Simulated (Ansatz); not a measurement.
Runs of Ansatz 0.2.0 on Ge. Symmetry: Imma, No. 74, orthorhombic system. Conventional cell: a = 4.992 Å, b = 5.302 Å, c = 2.874 Å, α = 90.00°, β = 90.00°, γ = 90.00°. Ge (site symmetry mm2) is surrounded by 6 Ge at 2.68 to 2.87 Å. This isn't the form of Ge at room conditions, which is diamond.

| task | level | spin | cell | k mesh | cutoff (eV) | gap on the mesh (eV) | pressure (GPa) | relaxed volume (Å³/atom) | largest force (eV/Å) |
| --- | --- | --- | --- | --- | --- | --- | --- | --- | --- |
| single point | r2SCANh | off | as given | 6 × 6 × 6 | 500 | none | -1.2 | - | 0.04 |
| single point | r2SCAN0 | off | as given | 6 × 6 × 6 | 500 | none | -2.1 | - | 0.05 |
| single point | r2SCAN50 | off | as given | 6 × 6 × 6 | 500 | none | -3.7 | - | (c) |
| relaxation of cell and atoms | HF | off | relaxed | 6 × 6 × 6 | 420 | none | 0.0 | 20.01 | - |
| single point | HSE06 | SOC, no magnetisation | as given | 5 × 5 × 5 | 420 | none | (b) | - | 0.14 |
| relaxation of cell and atoms | HSEsol | off | relaxed | 6 × 6 × 6 | 420 | none | 0.0 | (a) | - |
| single point | HF | off | as given | 6 × 6 × 6 | 420 | none | 4.2 | - | 0.26 |

Alike in all rows: potentials or basis Ansatz PAW; smearing fermi-dirac 0.05 eV; the mesh is coarse, so values aren't converged.

Q: Fill in the values left out.

A: (a) 18.04; (b) -0.5; (c) 0.07.

Caveats: all runs use coarse meshes; the PAW data sets come from PBE, with cores solved anew for the run's functional, which leaves a small shift of forces and pressure; the thresholds are loose for stress (some runs); the plane-wave basis is chosen anew once the cell has moved, so the energies of steps on either side of that aren't comparable (some runs).

A k mesh can miss the band edges, and rows without SOC leave out spin-orbit coupling on Ge.

A gap of «none» marks a metal or a gap under the smearing width.
